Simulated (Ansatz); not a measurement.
A relaxed cell of MgS is given with its symmetry left out. The cell was found from a structure generator's guess, not taken from experiment.

All numbers below come from DFT PBE, scalar-relativistic, plane waves, PAW in Ansatz 0.2.0. Cutoff 420 eV, Γ-centred mesh, Gaussian smearing, no spin polarisation.

```yaml
crystal:
  lattice:
    - [6.98516, 0.00000, 0.00000]
    - [0.00000, 6.98516, 0.00000]
    - [0.00000, 0.00000, 6.98516]
  atoms:
    - { symbol: Mg, position: [0.50000, 0.00000, 0.75000] }
    - { symbol: Mg, position: [0.75000, 0.50000, 0.00000] }
    - { symbol: Mg, position: [0.00000, 0.75000, 0.50000] }
    - { symbol: Mg, position: [0.50000, 0.00000, 0.25000] }
    - { symbol: Mg, position: [0.25000, 0.50000, 0.00000] }
    - { symbol: Mg, position: [0.00000, 0.25000, 0.50000] }
    - { symbol: S, position: [0.00000, 0.50000, 0.75000] }
    - { symbol: S, position: [0.75000, 0.00000, 0.50000] }
    - { symbol: S, position: [0.50000, 0.75000, 0.00000] }
    - { symbol: S, position: [0.00000, 0.50000, 0.25000] }
    - { symbol: S, position: [0.25000, 0.00000, 0.50000] }
    - { symbol: S, position: [0.50000, 0.25000, 0.00000] }
```

Energies over the elements count from the elements' standard structures at the same level, with no fitted energy shifts.

(1) Find its symmetry and describe it.

(2) What is its formation energy per atom?

(3) Is it a metal?

(4) From what recipe could a structure generator have reached it?

Results:

(1) Pm-3n (No. 223). Conventional cell: a = 6.985 Å. Mg has 4 S at 2.47 Å; S is surrounded by 4 Mg at 2.47 Å.

(2) −1.363 eV/atom. A negative formation energy is needed for stability but isn't enough: competing phases decide.

(3) No, the gap on the 4×4×4 mesh is 3.05 eV.

(4) One such recipe: 4-connected net, two elements alternating (Pm-3n, No. 223). Other recipes can lead to the same cell.

The last run used a 4×4×4 mesh for its 12-atom cell and Gaussian smearing of 0.02 eV. Kohn–Sham gaps at this level usually fall short of measured ones. The reference form of S is held partly by dispersion forces, which this level lacks. Symmetry constrained the relaxation, so the result can be a saddle point.
